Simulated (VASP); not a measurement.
# BiTe (Fm-3m) in VASP: notebook

The runs below take BiTe through single point, with optPBE-vdW, PBEsol, TPSS+D4.

All numbers are computed with VASP 6.6.1; they aren't measurements. Logs are shortened: lines on timing, memory, paths and dates and some standing lists are left out, and cuts for length are marked.

**1. Starting point**

Symmetry: Fm-3m, No. 225, cubic system. Conventional cell: a = 6.470 Å, b = 6.470 Å, c = 6.470 Å, α = 90.00°, β = 90.00°, γ = 90.00°. Bi (site symmetry m-3m) is surrounded by 6 Te at 3.23 Å. Around Te (site symmetry m-3m) lie 6 Bi at 3.23 Å.

**2. Single point, optPBE-vdW**

File run.py:

```python
from ase.calculators.vasp import Vasp
from ase.dft.bandgap import bandgap
from ase.io import read

atoms = read('BiTe.xyz')
calc = Vasp(
    directory='calc',
    xc='optpbe-vdw',
    pp='PBE',
    setups='gw',
    prec='Accurate',
    encut=600,
    ediff=1e-06,
    ismear=-1,
    sigma=0.02,
    lreal=False,
    lasph=True,
    nelm=80,
    algo='Normal',
    isif=2,
    lwave=False,
    lcharg=False,
    kpts=[7, 7, 7],
    gamma=True,
    nbands=16,
)
atoms.calc = calc

print('energy (eV):', atoms.get_potential_energy())
print('free energy (eV):', atoms.get_potential_energy(force_consistent=True))
print('forces (eV/A):')
print(atoms.get_forces())
print('stress (eV/A^3, Voigt):', atoms.get_stress())
print('Fermi level (eV):', calc.get_fermi_level())
gap, top, bottom = bandgap(calc)
print('band gap (eV):', gap, 'from (spin, k, band)', top, 'to', bottom)
```

File BiTe.xyz:

```xyz
2
Lattice="0.0000000000 3.2350000000 3.2350000000 3.2350000000 0.0000000000 3.2350000000 3.2350000000 3.2350000000 0.0000000000" Properties=species:S:1:pos:R:3 pbc="T T T"
Bi     0.0000000000      0.0000000000      0.0000000000
Te     3.2350000000      3.2350000000      3.2350000000
```

Potentials or basis: VASP PAW PBE potentials, release 64 (Bi_d_GW, Te_GW).

Launch:

```bash
python run.py
```

Log:

```text
<dir> UserWarning: vdW has been enabled, however no location for the vdw_kernel.bindat file has been specified. Set ASE_VASP_VDW environment variable to copy the vdW kernel.
  warnings.warn(
energy (eV): -1.01387725
free energy (eV): -1.01654506
forces (eV/A):
[[ 0.  0.  0.]
 [-0. -0. -0.]]
stress (eV/A^3, Voigt): [-0.01072139 -0.01072139 -0.01072139 -0.         -0.         -0.        ]
Fermi level (eV): 4.92318856
band gap (eV): 0.0 from (spin, k, band) (None, None, None) to (None, None, None)
```

OUTCAR:

```text
ENCUT = 600.000000
   EDIFF = 1.00e-06
   GGA = OR
   PREC = Accurate
   ISIF = 2
   ISMEAR = -1
   NELM = 80
   LASPH = .TRUE.
   LREAL = .FALSE.

 ion  position               nearest neighbor table
   1  0.000  0.000  0.000-   2 3.23   2 3.23   2 3.23   2 3.23   2 3.23   2 3.23
   2  0.500  0.500  0.500-   1 3.23   1 3.23   1 3.23   1 3.23   1 3.23   1 3.23

  LATTYP: Found a face centered cubic cell.
 ALAT       =     6.4700000000

  Lattice vectors:

 A1 = (   0.0000000000,   3.2350000000,   3.2350000000)
 A2 = (   3.2350000000,   0.0000000000,   3.2350000000)
 A3 = (   3.2350000000,   3.2350000000,   0.0000000000)

Analysis of symmetry for initial positions (statically):
=====================================================================
 Subroutine PRICEL returns:
 Original cell was already a primitive cell.

 Routine SETGRP: Setting up the symmetry group for a
 face centered cubic supercell.

 Subroutine GETGRP returns: Found 48 space group operations
 (whereof 48 operations were pure point group operations)
 out of a pool of 48 trial point group operations.

The static configuration has the point symmetry O_h .

Analysis of symmetry for dynamics (positions and initial velocities):
=====================================================================
 Subroutine PRICEL returns:
 Original cell was already a primitive cell.

 Routine SETGRP: Setting up the symmetry group for a
 face centered cubic supercell.

 Subroutine GETGRP returns: Found 48 space group operations
 (whereof 48 operations were pure point group operations)
 out of a pool of 48 trial point group operations.

The dynamic configuration has the point symmetry O_h .

 Subroutine INISYM returns: Found 48 space group operations
 (whereof 48 operations are pure point group operations),
 and found     1 'primitive' translations

----------------------------------------------------------------------------------------

                                     Primitive cell

  volume of cell :      67.7100

  direct lattice vectors                    reciprocal lattice vectors
     0.000000000  3.235000000  3.235000000    -0.154559505  0.154559505  0.154559505
     3.235000000  0.000000000  3.235000000     0.154559505 -0.154559505  0.154559505
     3.235000000  3.235000000  0.000000000     0.154559505  0.154559505 -0.154559505

  length of vectors
     4.574980874  4.574980874  4.574980874     0.267704916  0.267704916  0.267704916

  position of ions in fractional coordinates (direct lattice)
     0.000000000  0.000000000  0.000000000
     0.500000000  0.500000000  0.500000000

  ion indices of the primitive-cell ions
   primitive index   ion index
                 1           1
                 2           2

----------------------------------------------------------------------------------------

 KPOINTS: KPOINTS created by Atomic Simulation Env

Automatic generation of k-mesh.
 Grid dimensions read from file:
 generate k-points for:    7    7    7

 Generating k-lattice:

  Cartesian coordinates                     Fractional coordinates (reciprocal lattice)
    -0.022079929  0.022079929  0.022079929     0.142857143  0.000000000  0.000000000
     0.022079929 -0.022079929  0.022079929     0.000000000  0.142857143  0.000000000
     0.022079929  0.022079929 -0.022079929     0.000000000  0.000000000  0.142857143

  Length of vectors
     0.038243559  0.038243559  0.038243559

  Shift w.r.t. Gamma in fractional coordinates (k-lattice)
     0.000000000  0.000000000  0.000000000

 Subroutine IBZKPT returns following result:
 ===========================================

 Found     20 irreducible k-points:

 Following reciprocal coordinates:
            Coordinates               Weight
  0.000000  0.000000  0.000000      1.000000
  0.142857  0.000000  0.000000      8.000000
  0.285714  0.000000  0.000000      8.000000
  0.428571  0.000000  0.000000      8.000000
  0.142857  0.142857  0.000000      6.000000
  0.285714  0.142857  0.000000     24.000000
[... 12 lines left out ...]
 -0.428571  0.428571  0.142857     24.000000
 -0.285714  0.428571  0.142857     24.000000
   k-points           NKPTS =     20   k-points in BZ     NKDIM =     20   number of bands    NBANDS=     16
   number of dos      NEDOS =    301   number of ions     NIONS =      2
   total plane-waves  NPLWV =  64000
   dimension x,y,z NGX =    40 NGY =   40 NGZ =   40
   dimension x,y,z NGXF=    80 NGYF=   80 NGZF=   80
   ions per type =               1   1
   NGX,Y,Z   is equivalent  to a cutoff of  14.54, 14.54, 14.54 a.u.
   NGXF,Y,Z  is equivalent  to a cutoff of  29.07, 29.07, 29.07 a.u.
 SYSTEM =  unknown system
   PREC   = accura    normal or accurate (medium, high low for compatibility)
   ISTART =      0    job   : 0-new  1-cont  2-samecut
   ICHARG =      2    charge: 1-file 2-atom 10-const
   ISPIN  =      1    spin polarized calculation?
   LNONCOLLINEAR =      F non collinear calculations
   LSORBIT =      F    spin-orbit coupling
   LASPH  =      T    aspherical Exc in radial PAW
   ENCUT  =  600.0 eV  44.10 Ry    6.64 a.u.   9.14  9.14  9.14*2*pi/ulx,y,z
   NELM   =     80;   NELMIN=  2; NELMDL= -5     # of ELM steps
   EDIFF  = 0.1E-05   stopping-criterion for ELM
   LREAL  =      F    real-space projection
   EDIFFG = 0.1E-04   stopping-criterion for IOM
   NSW    =      0    number of steps for IOM
   IBRION =     -1    ionic relax: 0-MD 1-quasi-New 2-CG
   NFREE  =      0    steps in history (QN), initial steepest desc. (CG)
   ISIF   =      2    stress and relaxation
   ISYM   =      2    0-nonsym 1-usesym 2-fastsym
   POTIM  = 0.5000    time-step for ionic-motion
   TEBEG  =    0.0;   TEEND  =   0.0 temperature during run
   PSTRESS=    0.0 pullay stress
   NELECT =      23.0000    total number of electrons
   NUPDOWN=      -1.0000    fix difference up-down
   EMIN   =  10.00;   EMAX   =-10.00  energy-range for DOS
   EFERMI =   0.00;   METHOD = LEGACY
   ISMEAR =    -1;   SIGMA  =   0.02  broadening in eV -4-tet -1-fermi 0-gaus
   EFERMI_NEDOS =   21; number of points for ismear=-14 and -15
   IALGO  =     38    algorithm
   IMIX   =      4    mixing-type and parameters
     AMIX     =   0.40;   BMIX     =  1.00
     AMIX_MAG =   1.60;   BMIX_MAG =  1.00
  volume/ion in A,a.u.               =      33.86       228.46
  Fermi-wavevector in a.u.,A,eV,Ry     =   1.142264  2.158566 17.752434  1.304767
  Thomas-Fermi vector in A             =   2.278962
   LORBIT       =      0    0 simple, 1 ext, 2 COOP (PROOUT), +10 PAW based schemes
   GGA     = OR    functional components
   LHFCALC =     F    Hartree Fock is set to
   AEXX    =    0.0000 exact exchange contribution
   IVDW_NL    =     1    kernel type
   BPARAM     = 6.3000
   IVDW    =     0    specifies the selected vdW correction
   LEPSILON=     F    determine dielectric tensor
   LRPA    =     F    only Hartree local field effects (RPA)
 non-spin polarized calculation
  energy-cutoff  :      600.00
  volume of cell :       67.71
 maximum number of plane-waves:      2281
 NGX is ok and might be reduce to    40
   NGX = 19   NGY = 19   NGZ = 19

 number of electron      23.0000002 magnetization

 Free energy of the ion-electron system (eV)
  ---------------------------------------------------
  ext. energy  EPLUGINS =         0.00000000
  ---------------------------------------------------
  free energy    TOTEN  =        -1.01654506 eV

  energy without entropy =       -1.01120943  energy(sigma->0) =       -1.01387725

 E-fermi :   4.9232     XC(G=0):  -9.4053

 val. band max:        4.9230009140   @ k =  -0.4286   0.1429   0.0000
 cond. band min:       4.9496760498   @ k =   0.1429   0.1429   0.0000
 fundamental gap:      0.0266751358
 Fermi energy:         4.9231885603

 k-point     1 :       0.0000    0.0000    0.0000
  band No.  band energies     occupation
      1    -148.9287      2.00000
      2     -18.2708      2.00000
      3     -18.2708      2.00000
      4     -18.2671      2.00000
      5     -18.2671      2.00000
      6     -18.2671      2.00000
[... 8 lines left out ...]
     15       9.6998      0.00000
     16       9.6998      0.00000

 k-point     2 :       0.1429    0.0000    0.0000
  band No.  band energies     occupation
      1    -148.9287      2.00000
      2     -18.2716      2.00000
      3     -18.2716      2.00000
      4     -18.2668      2.00000
      5     -18.2660      2.00000
      6     -18.2660      2.00000
[... 8 lines left out ...]
     15       9.5707      0.00000
     16      10.0612      0.00000

 k-point     3 :       0.2857    0.0000    0.0000
  band No.  band energies     occupation
      1    -148.9287      2.00000
      2     -18.2736      2.00000
      3     -18.2736      2.00000
      4     -18.2660      2.00000
      5     -18.2631      2.00000
      6     -18.2631      2.00000
[... 8 lines left out ...]
     15      10.1088      0.00000
     16      11.0854      0.00000

 k-point     4 :       0.4286    0.0000    0.0000
  band No.  band energies     occupation
      1    -148.9287      2.00000
      2     -18.2753      2.00000
      3     -18.2753      2.00000
      4     -18.2654      2.00000
      5     -18.2608      2.00000
      6     -18.2608      2.00000
[... 8 lines left out ...]
     15      11.5721      0.00000
     16      12.6422      0.00000
[... 248 lines left out ...]
 k-point    18 :      -0.4286    0.2857    0.1429
  band No.  band energies     occupation
      1    -148.9287      2.00000
      2     -18.2783      2.00000
      3     -18.2721      2.00000
      4     -18.2649      2.00000
      5     -18.2619      2.00000
      6     -18.2592      2.00000
[... 8 lines left out ...]
     15       9.8544      0.00000
     16      11.6063      0.00000

 k-point    19 :      -0.4286    0.4286    0.1429
  band No.  band energies     occupation
      1    -148.9287      2.00000
      2     -18.2818      2.00000
      3     -18.2690      2.00000
      4     -18.2679      2.00000
      5     -18.2597      2.00000
      6     -18.2575      2.00000
[... 8 lines left out ...]
     15       8.8077      0.00000
     16      12.3232      0.00000

 k-point    20 :      -0.2857    0.4286    0.1429
  band No.  band energies     occupation
      1    -148.9287      2.00000
      2     -18.2801      2.00000
      3     -18.2708      2.00000
      4     -18.2650      2.00000
      5     -18.2623      2.00000
      6     -18.2575      2.00000
[... 8 lines left out ...]
     15       9.6733      0.00000
     16      10.7946      0.00000

------------------------ aborting loop because EDIFF is reached ----------------------------------------

  FORCE on cell =-STRESS in cart. coord.  units (eV):
  Direction    XX          YY          ZZ          XY          YZ          ZX
  --------------------------------------------------------------------------------------
  -------------------------------------------------------------------------------------
  Total        0.7259452      0.7259452      0.7259452      0.0000000     -0.0000000      0.0000000
  in kB       17.1775643     17.1775643     17.1775643      0.0000000     -0.0000000      0.0000000
  external PRESSURE =      17.1775643 kB  Pullay stress =       0.0000000 kB

 VOLUME and BASIS-vectors are now :
 -----------------------------------------------------------------------------
  energy-cutoff  :      600.00
  volume of cell :       67.71
      direct lattice vectors                 reciprocal lattice vectors
     0.000000000  3.235000000  3.235000000    -0.154559505  0.154559505  0.154559505
     3.235000000  0.000000000  3.235000000     0.154559505 -0.154559505  0.154559505
     3.235000000  3.235000000  0.000000000     0.154559505  0.154559505 -0.154559505

 POSITION                                       TOTAL-FORCE (eV/Angst)
 -----------------------------------------------------------------------------------
      0.00000      0.00000      0.00000         0.000000      0.000000      0.000000
      3.23500      3.23500      3.23500        -0.000000     -0.000000     -0.000000
 -----------------------------------------------------------------------------------
    total drift:                                0.000000     -0.000000     -0.000000

  FREE ENERGIE OF THE ION-ELECTRON SYSTEM (eV)
  ---------------------------------------------------
  free  energy   TOTEN  =        -1.0165450629 eV

  energy  without entropy=       -1.0112094277  energy(sigma->0) =       -1.01387725

Total vdW correction in eV:      4.3589707
```

INCAR:

```text
AGGAC = 0.000000
ENCUT = 600.000000
SIGMA = 0.020000
EDIFF = 1.00e-06
ALGO = Normal
GGA = OR
PREC = Accurate
ISIF = 2
ISMEAR = -1
NBANDS = 16
NELM = 80
LASPH = .TRUE.
LCHARG = .FALSE.
LUSE_VDW = .TRUE.
LWAVE = .FALSE.
LREAL = .FALSE.
```

Wall time 81 s (1 thread of Intel Xeon 6975P-C (Granite Rapids), shared host); peak memory 0.59 GiB.

What came out:

* Free energy: -1.0165 eV
* Pressure: 1.7 GPa
* Band gap on the k mesh: none (metal or under the smearing width)

Levels at points of the mesh, in eV from the Fermi level:
| k point | band 7 | band 8 | band 9 | band 10 | band 11 | band 12 | band 13 | band 14 | band 15 | band 16 |
| --- | --- | --- | --- | --- | --- | --- | --- | --- | --- | --- |
| (0.00, 0.00, 0.00) | -13.57 | -8.24 | -2.58 | -2.58 | -2.58 | 2.07 | 2.07 | 2.07 | 4.78 | 4.78 |

Caveat: the PAW data sets were made with another functional, which shifts forces and pressure a little; spin-orbit coupling is left out, which moves the levels of the heavy elements.

**3. Single point, PBEsol**

File INCAR:

```
SYSTEM = BiTe
  PREC = Accurate
  ENCUT = 500
  EDIFF = 1E-7
  ISMEAR = 0
  SIGMA = 0.1
  LREAL = .FALSE.
  LASPH = .TRUE.
  NELM = 100
  ALGO = Fast
  ISIF = 2
  LWAVE = .FALSE.
  LCHARG = .FALSE.
  GGA = PS
  NBANDS = 12
```

File KPOINTS:

```
regular mesh
0
G
  7 7 7
  0 0 0
```

File POSCAR:

```
BiTe
1.0
    0.0000000000      3.2350000000      3.2350000000
    3.2350000000      0.0000000000      3.2350000000
    3.2350000000      3.2350000000      0.0000000000
Bi Te
1 1
Cartesian
    0.0000000000      0.0000000000      0.0000000000
    3.2350000000      3.2350000000      3.2350000000
```

Potentials or basis: VASP PAW PBE potentials, release 64 (Bi, Te).

Launch:

```bash
cat potpaw_PBE.64/Bi/POTCAR potpaw_PBE.64/Te/POTCAR > POTCAR
mpirun -np 1 vasp_std > vasp.out
```

Wall time 11 s (1 thread of Intel Xeon 6975P-C (Granite Rapids), shared host); peak memory 0.21 GiB.

Results (log left out):

| Property | Result |
| --- | --- |
| Free energy | -7.9442 eV |
| Pressure | -1.5 GPa |
| Band gap on the k mesh | none (metal or under the smearing width) |

Levels at points of the mesh, in eV from the Fermi level:
```csv
k point,band 3,band 4,band 5,band 6,band 7,band 8
"(0.00, 0.00, 0.00)",-2.56,-2.56,-2.56,2.12,2.12,2.12
```

Caveat: the PAW data sets were made with another functional, which shifts forces and pressure a little; spin-orbit coupling is left out, which moves the levels of the heavy elements.

[end of part 1 of 2]
